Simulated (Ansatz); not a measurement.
α-quartz-type GeO₂ (metastable phase)

Calculation: HSE06+SOC (plane waves, PAW; Ansatz, a quantum-chemistry and plane-wave program).

Numerical settings: plane-wave cutoff 460 eV, 6×6×4 k mesh (along the axes of the cell as run), Fermi–Dirac smearing 0.01 eV, PAW data made under PBE.

Cell (measured lattice):

```xyz
9
Lattice="4.9870 0.0000 0.0000 -2.4935 4.3189 0.0000 0.0000 0.0000 5.6520" Properties=species:S:1:pos:R:3 pbc="T T T"
Ge    -1.1216     1.9426     1.8840
Ge     1.3720     2.3763     0.0000
Ge     2.2431     0.0000     3.7680
O      0.5440     1.6990     1.3957
O      0.7502     3.9405     5.1637
O      3.2437     0.3784     2.3723
O      3.0375     2.6199     0.4883
O      1.1994     1.3206     4.2563
O     -1.2941     2.9983     3.2797
```

band gap: 5.32 eV (indirect)
smallest direct gap on the k points sampled: 5.38 eV

Note: cell and atoms aren't relaxed at this level (largest force component 0.32 eV/Å, pressure -2.2 GPa).

The computed numbers hold no vibrational or temperature effects.

The result took roughly 40 core-minutes.
